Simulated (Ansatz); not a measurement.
SiO₂ in the rutile structure, relaxed with r2SCAN in the PAW code Ansatz: the symmetry is P4_2/mnm (No. 136, tetragonal); a = 4.185 Å, c = 2.669 Å in the conventional setting, 7.79 Å³ an atom. Around Si lie 6 O at 1.76–1.81 Å; around O lie 3 Si at 1.76–1.81 Å. It was then strained (uniaxial along z, other directions held), atoms relaxed again within the symmetry left. Unstrained, HSE06 gives 7.661 eV (Γ, 4×4×6 mesh), and the band edges keep their places in every row. Stress is positive in compression. The values are computed, spin-unpolarised, and not measurements.

Axes as in this cell:
```
Si O
1.0
     4.18519    0.00000    0.00000
     0.00000    4.18519    0.00000
     0.00000    0.00000    2.66884
Si O
2 4
Direct
  0.00000 0.00000 0.00000
  0.50000 0.50000 0.50000
  0.30610 0.30610 0.00000
  0.19390 0.80610 0.50000
  0.80610 0.19390 0.50000
  0.69390 0.69390 0.00000
```

| strain (%) | ε | ΔE_g, HSE06 (eV) | Δσ_zz, r2SCAN (GPa) | Δ(mean ε∞, r2SCAN) |
| --- | --- | --- | --- | --- |
| -4.0 | -0.0400 | +0.906 | +35.21 | -0.07 |
| -3.0 | -0.0300 | +0.685 | +25.51 | -0.05 |
| -1.0 | -0.0100 | +0.231 | +7.93 | -0.02 |
| +1.0 | +0.0100 | -0.229 | -7.40 | +0.02 |
| +2.0 | +0.0200 | -0.458 | -14.27 | +0.04 |
| +3.0 | +0.0300 | -0.684 | -20.65 | +0.06 |
| +4.0 | +0.0400 | -0.907 | -26.55 | +0.08 |

Problem. Fit ΔE_g = a x + b x² to these rows by least squares, with x = ε.

Solution. The normal equations take Σx² = 5.600e-03, Σx³ = 8.000e-06, Σx⁴ = 6.920e-06, ΣxΔE = -1.273e-01 and Σx²ΔE = -1.837e-04, and give a = -22.74 eV, b = -0.3 eV; the largest residual is 0.004 eV.

Problem. Fit the change of σ_zz in the same way.

Solution. Δσ_zz = -770.6 x + (2708) x² GPa. The slope, 771 GPa, is C₃₃ in these axes.

Problem. Predict the withheld row at -2.0 % (x = -0.0200).

Solution. ΔE_g ≈ -22.74 × (-0.0200) + (-0.3) × (-0.0200)² = +0.455 eV, and Δσ_zz ≈ +16.50 GPa. The runs give +0.458 eV and +16.43 GPa, off by +0.003 eV and -0.07 GPa.

Problem. Fit the last column too (unstrained value 3.26), and predict it for the withheld row.

Solution. Δ = +1.87 x + (3.8) x², which gives -0.04 at x = -0.0200; the run gives -0.04.

For a response run the program warns that the ground state's bands aren't all converged, so ε∞ carries an extra error.
